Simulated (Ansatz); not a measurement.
AgCl, DFT, LDA, all-electron LAPW, scalar-relativistic (Ansatz 0.2.0), on 1 thread of Arm Neoverse V2 (shared host).

Command: `ansatz run input.yaml --threads 1 --pin off --max-ram 2048MiB --backend cpu --events-out ev --progress --plain --runs-dir out`

```yaml
crystal:
  lattice:
    - [0.0, 2.735, 2.735]
    - [2.735, 0.0, 2.735]
    - [2.735, 2.735, 0.0]
  atoms:
    - { symbol: Ag, position: [0.0, 0.0, 0.0] }
    - { symbol: Cl, position: [0.5, 0.5, 0.5] }
kpoints:
  mp_grid: { grid: [7, 7, 7] }
scf:
  occupations: { method: fermi_dirac, width: 0.03 }
hamiltonian:
  xc: lda
  pseudopotentials: { kind: all_electron, lapw: { basis_error: 0.001 } }
output:
  forces: true
  stress: true
  eigenvalues: true
  populations: true
```

(1) How large is the problem that the program sets up?

(2) About how long does it take?

## Answers

(1) 20 irreducible k-points, 307 plane waves at Γ, 21 bands.

(2) 3.6 s of wall time for 7 SCF iterations. Times on shared machines scatter by tens of per cent.
